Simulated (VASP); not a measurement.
A run of VASP 6.6.1:

The input INCAR:

```
PREC = Accurate
ENCUT = 600
EDIFF = 1E-7
ISMEAR = 1
SIGMA = 0.1
LREAL = False
LASPH = True
NELM = 80
ALGO = Normal
ISIF = 2
LWAVE = False
LCHARG = False
GGA = CA
IBRION = 2
NSW = 40
EDIFFG = -0.01
```

KPOINTS

```
Automatic mesh
0
Gamma
  16 16 16
```

The input POSCAR:

```
Si                                      
1.0
   -0.0000000000      1.8822875525      1.8822875525
    1.8822875525      0.0000000000      1.8822875525
    1.8822875525      1.8822875525     -0.0000000000
  Si            
     1
Direct
     0.0000000000000000    1.0000000000000000    0.0000000000000000
```

Potentials or basis: VASP PAW LDA potentials, release 64 (Si).

Command:

```sh
$ cat potpaw_LDA.64/Si/POTCAR > POTCAR
$ mpirun -np 1 vasp_std > vasp.out
```

Hardware: 1 thread of AMD EPYC 9R45 (Zen 5) (shared host).

Problem. How long does it take, and how much memory?

Solution. It took 7.2 s on 1 thread of AMD EPYC 9R45 (Zen 5), on a shared host, peak memory 0.09 GiB. Counts: scf iterations 11, k points 145, ion steps 1.
